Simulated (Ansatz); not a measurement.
**CaO in the rocksalt structure**

Method: PBEsol, scalar-relativistic; no spin polarisation; PAW, 420 eV, 12×12×12 k-mesh, Gaussian smearing of 0.05 eV; code Ansatz. The datasets are Ansatz's generated set soft_2.

```
CELL_PARAMETERS angstrom
0.00000 2.38343 2.38343
2.38343 0.00000 2.38343
2.38343 2.38343 0.00000
ATOMIC_POSITIONS crystal
Ca 0.50000 0.50000 0.50000
O 0.00000 0.00000 0.00000
```

The compound is reported in the structure type of the start.

Elastic constants come from the stress of slightly strained cells with relaxed atoms, in GPa, Voigt order xx, yy, zz, yz, xz, xy in the Cartesian frame of the vectors above.

```
228.4  59.3  59.3   0.0   0.0   0.0
 59.3 228.4  59.3   0.0   0.0   0.0
 59.3  59.3 228.4   0.0   0.0   0.0
  0.0   0.0   0.0  77.5   0.0   0.0
  0.0   0.0   0.0   0.0  77.5   0.0
  0.0   0.0   0.0   0.0   0.0  77.5
```

Q: Work out the Voigt, Reuss and Hill moduli.

A: Voigt: K = (C11 + C22 + C33 + 2(C12 + C13 + C23))/9 = 116 GPa, G = (C11 + C22 + C33 − C12 − C13 − C23 + 3(C44 + C55 + C66))/15 = 80 GPa. Reuss, from the compliances S = C⁻¹: K = 116 GPa, G = 80 GPa. Hill means: K = 116 GPa, G = 80 GPa.

Q: And Young's modulus, Poisson's ratio, Pugh's ratio and the anisotropy?

A: E = 9KG/(3K + G) = 196 GPa, ν = (3K − 2G)/(6K + 2G) = 0.22, K/G = 1.44 (under the 1.75 that Pugh's rule, made for metals, takes as the line between brittle and ductile), universal anisotropy index 5G_V/G_R + K_V/K_R − 6 = 0.01. The eigenvalues of C are 78, 78, 78, 169, 169, 347 GPa, all positive.

Q: What sound velocities and Debye temperature follow for a polycrystal?

A: With a density of 3.439 g/cm³ (mean mass 28.0 u, 13.54 Å³/atom), K = 115.7 and G = 80.2 GPa from the unrounded constants, v_l = √((K + 4G/3)/ρ) = 8050 m/s and v_t = √(G/ρ) = 4830 m/s. The mean [(1/v_l³ + 2/v_t³)/3]^(−1/3) is 5340 m/s, and θ_D = (ħ/k_B)(6π²/V)^(1/3) v_m ≈ 670 K, with V the volume an atom. This is the low-temperature, elastic estimate.

For a cubic crystal three numbers say it all: C11 = 228.4, C12 = 59.3, C44 = 77.5 GPa. K = (C11 + 2C12)/3 = 115.7 GPa. The two shear moduli are C44 and C′ = (C11 − C12)/2 = 84.5 GPa, so Zener's ratio C44/C′ is 0.92: nearly isotropic. The Cauchy pressure C12 − C44 is -18 GPa; pair forces would make it zero if every atom sat on a centre of inversion, as here.

The equation of state, an independent route, gives B0 = 115 GPa, against 116 GPa here.

It took about 19 core-seconds on a shared host.

